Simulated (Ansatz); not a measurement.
Crystal: Ge.

```
Ge
1.0
    -2.57449    2.57449    1.39741
     2.57449   -2.57449    1.39741
     2.57449    2.57449   -1.39741
Ge
2
Direct
  0.50000 0.50000 0.00000
  0.25000 0.75000 0.50000
```

This isn't the form of Ge at room conditions, which is diamond.

```yaml
Program: Ansatz 0.2.0
Task: relaxation of cell and atoms
Functional: PBEsol0
Potentials_or_basis: Ansatz PAW
Cutoff: "420 eV (not typed: the program's choice for these potentials)"
k_mesh: 6 × 6 × 6
Occupations: fermi-dirac, width 0.05 eV
Spin: no spin polarisation
```

At the start: volume 18.52 Å³/atom.

Question: How do energy, volume and symmetry change on relaxing?

Answer: It ends after 7 steps and the volume is 17.85 Å³/atom (-3.6 %); space group I4_1/amd (No. 141, to 0.05 Å).

The path:
```csv
step,energy change (eV),largest force (eV/Å),volume (Å³)
1,0.0000,0.0000,37.05
2,-0.0114,0.0000,35.38
3,-0.0121,0.0000,35.76
4,-0.0122,0.0000,35.71
5,-0.0118,0.0000,35.71
6,-0.0118,0.0000,35.71
7,-0.0118,0.0000,35.71
```

Final structure:
```cif
data_structure
_symmetry_space_group_name_H-M 'P 1'
_symmetry_Int_Tables_number 1
_cell_length_a 3.8605
_cell_length_b 3.8605
_cell_length_c 3.8605
_cell_angle_alpha 97.242
_cell_angle_beta 97.242
_cell_angle_gamma 138.408
_cell_volume 35.71
loop_
_atom_site_label
_atom_site_type_symbol
_atom_site_fract_x
_atom_site_fract_y
_atom_site_fract_z
_atom_site_occupancy
Ge1 Ge 0.50000 0.50000 0.00000 1
Ge2 Ge 0.25000 0.75000 0.50000 1
```

Caveat: the k mesh is coarse (spacing up to 0.43 Å⁻¹), so the values aren't converged, least of all with exact exchange; the plane-wave basis is chosen anew once the cell has moved, so the energies of steps on either side of that aren't comparable; the PAW data sets come from PBE, with cores solved anew for the run's functional, which leaves a small shift of forces and pressure.
